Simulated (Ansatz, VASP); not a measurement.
## SrCl2: VASP beside Ansatz

The input INCAR:

```
PREC = Accurate
ENCUT = 600
EDIFF = 1E-6
ISMEAR = 0
SIGMA = 0.1
LREAL = False
LASPH = True
NELM = 80
ALGO = Normal
ISIF = 3
LWAVE = False
LCHARG = False
GGA = PE
IBRION = 2
NSW = 90
EDIFFG = -0.04
```

The input KPOINTS:

```
Automatic mesh
0
Gamma
  4 4 4
```

POSCAR

```
SrCl2
1.0
    4.9898028300      0.0000000000      0.0000000000
    0.0000000000      4.9898028300      0.0000000000
    0.0000000000      0.0000000000      4.1703674800
Sr Cl
1 2
Direct
    0.5000000000      0.5000000000      0.0000000000
    0.5000000000      0.0000000000      0.0000000000
    0.0000000000      0.5000000000      0.0000000000
```

Input for Ansatz:

```yaml
crystal:
  lattice:
    - [4.98980283, 0.0, 0.0]
    - [0.0, 4.98980283, 0.0]
    - [0.0, 0.0, 4.17036748]
  atoms:
    - { symbol: Sr, position: [0.5, 0.5, 0.0] }
    - { symbol: Cl, position: [0.5, 0.0, 0.0] }
    - { symbol: Cl, position: [0.0, 0.5, 0.0] }
basis:
  ecutwfc: 420
kpoints:
  mp_grid: { grid: [4, 4, 4] }
hamiltonian:
  xc: pbe
scf:
  occupations: { method: gaussian, width: 0.1 }
  lower_state_search: "off"
output:
  forces: true
  stress: true
  eigenvalues: true
relax:
  adjacent_minimum: "off"
  f_tol: 0.04
  max_steps: 70
  cell: { stress_tol: 0.4 }
```

Alike in both runs: task relaxation of cell and atoms; functional PBE; k mesh 4 × 4 × 4; occupations gaussian, width 0.1 eV; no spin polarisation.

```csv
,VASP,Ansatz
version,VASP 6.6.1,Ansatz 0.2.0
potentials or method,"VASP PAW PBE potentials, release 64 (Sr_sv, Cl)","scalar-relativistic, plane waves, PAW"
plane-wave cutoff (eV),600,420
valence electrons in the cell,24,24
```

Ansatz gave:

* gap on the k mesh at the Fermi level, each at its own relaxed structure (eV): 3.61
* relaxed volume (Å³/atom): 62.42
* relaxed cell length with the largest relative difference (Å): 6.000
* energy change over the relaxation (meV/atom): -488

Problem. What did VASP give for the same quantities?

Solution. gap on the k mesh at the Fermi level, each at its own relaxed structure (eV): 3.66; relaxed volume (Å³/atom): 65.02; relaxed cell length with the largest relative difference (Å): 6.233; energy change over the relaxation (meV/atom): -499.

Caveats: the volume moved by over 15 % at a fixed basis, so the end points are rough (VASP). A k mesh can miss the band edges.
